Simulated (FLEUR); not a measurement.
# NaF (Villiaumite) under changes of volume

One of the cells (12.487 Å³/atom); the others are scaled copies at fixed shape and fractional positions:

```
CELL_PARAMETERS angstrom
0.00000 2.32000 2.32000
2.32000 0.00000 2.32000
2.32000 2.32000 0.00000
ATOMIC_POSITIONS crystal
Na 0.00000 0.00000 0.00000
F 0.50000 0.50000 0.50000
```

| Item | Value |
| --- | --- |
| Program | FLEUR MaX-R8.1 (later development tree) |
| Functional | r2SCAN |
| Potentials or basis | all-electron |
| Basis | FLAPW |
| Kmax | 4.64 1/bohr |
| k mesh | 10 × 10 × 10 |
| Occupations | fermi-dirac, width 0.05 eV |
| Spin | no spin polarisation |

```csv
volume (Å³/atom),energy over the lowest point (meV/atom),gap on the mesh (eV)
11.738,1.51,7.46
11.988,0.00,7.36
12.487,1.48,7.15
12.987,?,?
13.236,14.40,6.84
```

Question: What does the run at 12.987 Å³/atom give?

Answer: Energy over the lowest point 9.11 meV/atom; gap on the mesh 6.94 eV.

Worked out: A Birch-Murnaghan fit of order 2 (a polynomial in V^(-2/3)) to the other rows has its minimum at 12.10 Å³/atom with B0 = V·E''(V) = 52 GPa. It gives 8.92 meV/atom at 12.987 Å³/atom, against the run's 9.11. A straight line through the other rows of the gap, of slope -5.18 eV per unit of ln V (its deformation potential), gives 6.94 eV, against the run's 6.94.

Energies are extrapolated to zero smearing.

Caveats: the meta-GGA is that of a development version, with a GGA for the radial functions and cores and without core tails.

A mesh can miss the band edges.
